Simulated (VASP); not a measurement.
## SrO (strained measured structure), PBE single-point calculation: Ansatz's output and VASP's

```
Sr O
1.0
     0.00000    2.45219    2.45219
     2.45219    0.00000    2.45219
     2.45219    2.45219    0.00000
Sr O
1 1
Direct
  0.50000 0.50000 0.50000
  0.00000 0.00000 0.00000
```

Ansatz printed

```
SCF 1 converged in 6 iterations: F = -4114.309893 eV  dr2 = 4.23e-9
  greatest PAW one-centre occupation: 0.987 electrons in one spin orbital (limit 2), on the Sr atom at site 0 (counted from 0), in its partial waves of l = 0
NSCF: frozen V_eff on 7 k-points
SCF converged after 6 iterations
Free energy (F): -4114.309893 eV
Harris-Foulkes:  -4114.309893 eV  (|F-HF|=3.54e-9)
Internal energy: -4114.309893 eV  (E = F + TS)
E sigma→0 (E₀):  -4114.309893 eV
Fermi energy:    11.254475 eV
--- Per-component energies (eV) ---
  E_band       = -27.739067
  E_kinetic    = 429.411085
  E_local      = -796.587355  (includes V_loc(G=0)·N_el)
  E_nonlocal   = 251.031901
  E_hartree    = 213.320125
  E_xc         = -251.298146
  E_vxc        = -261.776641  (∫ρ·V_xc dr)
  E_paw        = -2852.833498  (= ΣΔE_a)
  E_vpaw       = -76.459689  (= ΣTr[D̂ρ^β])
  E_aug_tail   = 0.002442  (compensation charges beyond the density's cutoff)
  E_ewald      = -1107.356448
  E_smearing   = -0.000000  (= −TS)
  E_closure    = -0.000000  (closes the sum)
  Σ components = -4114.309893   (vs F -4114.309893, Δ=0.00e0)
--- Forces (eV/Å), atoms counted from 1 ---
  atom   1  Sr     0.00000000    -0.00000000    -0.00000000
  atom   2  O     -0.00000000     0.00000000     0.00000000
  max |Σ_I F_I| component: 1.62e-29 eV/Å
--- Stress (GPa, compression-positive) ---
       21.525304       0.000000       0.000000
       -0.000000      21.525304       0.000000
        0.000000      -0.000000      21.525304
  P = ⅓ Tr σ = 21.5253 GPa (215.253 kbar)
--- Band table (eV; the first three rows and the last of 29) ---
  k-point 0: bands = ["-22.2361", "-5.6016", "-3.6769", "-3.6769", "-3.6769", "9.6224", "9.6224", "9.6224", "14.7513", "16.1806", "16.1806", "16.1806"]
  k-point 1: bands = ["-22.1995", "-5.9933", "-3.6931", "-3.6931", "-3.3693", "9.1407", "9.3723", "9.3723", "15.4957", "16.0121", "16.5342", "16.5342"]
  k-point 2: bands = ["-22.1094", "-6.6909", "-3.7317", "-3.7317", "-2.8762", "8.2255", "8.8414", "8.8414", "16.0194", "17.1243", "17.5049", "17.5049"]
  k-point 28: bands = ["-21.9014", "-6.4322", "-4.7291", "-4.7291", "-3.0942", "8.2949", "9.4106", "9.4106", "16.0492", "16.0492", "19.4232", "21.9986"]
```

Datasets and cutoffs are each program's own. VASP's cell holds 16 valence electrons and Ansatz's 16. Ansatz's stress includes a Pulay correction; VASP's doesn't.

Task: What does VASP give for the same cell and level of theory?

Result: gap between bands v and c 3.09 eV; least direct gap 3.09 eV; pressure 22.6 GPa.

From OUTCAR

```
k-points           NKPTS =     29   k-points in BZ     NKDIM =     29   number of bands    NBANDS=     15

   NELECT =      16.0000    total number of electrons

   dimension x,y,z NGX =    28 NGY =   28 NGZ =   28
   dimension x,y,z NGXF=    56 NGYF=   56 NGZF=   56

  energy-cutoff  :      520.00
  volume of cell :       29.49
      direct lattice vectors                 reciprocal lattice vectors
     0.000000000  2.452188027  2.452188027    -0.203899536  0.203899536  0.203899536
     2.452188027  0.000000000  2.452188027     0.203899536 -0.203899536  0.203899536
     2.452188027  2.452188027  0.000000000     0.203899536  0.203899536 -0.203899536

 k-points in reciprocal lattice and weights: KPOINTS created by Atomic Simulation Env
   0.00000000  0.00000000  0.00000000       0.002
   0.12500000  0.00000000  0.00000000       0.016
   0.25000000  0.00000000  0.00000000       0.016
   0.37500000  0.00000000  0.00000000       0.016
   0.50000000  0.00000000  0.00000000       0.008
   0.12500000  0.12500000  0.00000000       0.012
   0.25000000  0.12500000  0.00000000       0.047
   0.37500000  0.12500000  0.00000000       0.047
   ...

 E-fermi :   2.8485

 k-point     1 :       0.0000    0.0000    0.0000
  band No.  band energies     occupation
      1     -29.5571      2.00000
      2     -12.8668      2.00000
      3     -10.9976      2.00000
      4     -10.9976      2.00000
      5     -10.9976      2.00000
      6       2.3991      2.00000
      7       2.3991      2.00000
      8       2.3991      2.00000
      9       7.4912      0.00000
     10       8.8903      0.00000
     11       8.8903      0.00000
     12       8.8903      0.00000
     13      11.3993      0.00000
     14      11.3993      0.00000
     15      15.7931      0.00000

 k-point     2 :       0.1250    0.0000    0.0000
  band No.  band energies     occupation
      1     -29.5206      2.00000
      2     -13.2662      2.00000
      3     -11.0140      2.00000
      4     -11.0140      2.00000
      5     -10.6808      2.00000
      6       1.9096      2.00000
      7       2.1410      2.00000
      8       2.1410      2.00000
      9       8.2370      0.00000
     10       8.7399      0.00000
     11       9.2493      0.00000
     12       9.2493      0.00000
     13      11.9160      0.00000
     14      11.9160      0.00000
     15      16.9489      0.00000

 k-point     3 :       0.2500    0.0000    0.0000
  band No.  band energies     occupation
      1     -29.4307      2.00000
      2     -13.9701      2.00000
      3     -11.0528      2.00000
      4     -11.0528      2.00000
      5     -10.1779      2.00000
      6       0.9786      2.00000
      7       1.5942      2.00000
      8       1.5942      2.00000
      9       8.7648      0.00000
     10       9.8727      0.00000
     11      10.2306      0.00000
     12      10.2306      0.00000
     13      13.1861      0.00000
     14      13.1861      0.00000
     15      19.3653      0.00000

 k-point     4 :       0.3750    0.0000    0.0000
  band No.  band energies     occupation
      1     -29.3383      2.00000
      2     -14.5249      2.00000
      3     -11.0905      2.00000
      4     -11.0905      2.00000
      5      -9.8247      2.00000
      6       0.2241      2.00000
      7       1.1240      2.00000
      8       1.1240      2.00000
      9       9.2311      0.00000
     10      11.4385      0.00000
     11      11.4578      0.00000
     12      11.4578      0.00000
     13      14.7187      0.00000
     14      14.7187      0.00000
     15      19.8438      0.00000

 k-point     5 :       0.5000    0.0000    0.0000
  band No.  band energies     occupation
      1     -29.2993      2.00000
      2     -14.7314      2.00000
      3     -11.1058      2.00000
      4     -11.1058      2.00000
      5      -9.7017      2.00000
      6      -0.0579      2.00000
      7       0.9460      2.00000
      8       0.9460      2.00000
      9       9.5745      0.00000
     10      12.0517      0.00000
     11      12.0773      0.00000
     12      12.0773      0.00000
     13      15.7495      0.00000
     14      15.7495      0.00000
     15      19.4545      0.00000

 k-point     6 :       0.1250    0.1250    0.0000
  band No.  band energies     occupation
      1     -29.5087      2.00000
      2     -13.3081      2.00000
      3     -11.0838      2.00000
      4     -11.0838      2.00000
      5     -10.5746      2.00000
      6       1.4895      2.00000
      7       2.3313      2.00000
      8       2.3313      2.00000
      9       8.0971      0.00000
     10       8.2764      0.00000
     11       9.6739      0.00000
     12       9.6739      0.00000
     13      11.6466      0.00000
     14      12.4685      0.00000
     15      17.2823      0.00000

 ...

  Total        4.1688779      4.1688779      4.1688779     -0.0000000     -0.0000000      0.0000000
  in kB      226.4844847    226.4844847    226.4844847     -0.0000000     -0.0000000      0.0000000
  external PRESSURE =     226.4844847 kB  Pullay stress =       0.0000000 kB

 POSITION                                       TOTAL-FORCE (eV/Angst)
 -----------------------------------------------------------------------------------
      2.45219      2.45219      2.45219         0.000000      0.000000     -0.000000
      0.00000      0.00000      0.00000        -0.000000     -0.000000      0.000000
 -----------------------------------------------------------------------------------
    total drift:                                0.000000      0.000000      0.000000

  FREE ENERGIE OF THE ION-ELECTRON SYSTEM (eV)
  ---------------------------------------------------
  free  energy   TOTEN  =       -11.7052010657 eV

  energy  without entropy=      -11.7052010657  energy(sigma->0) =      -11.70520107
```
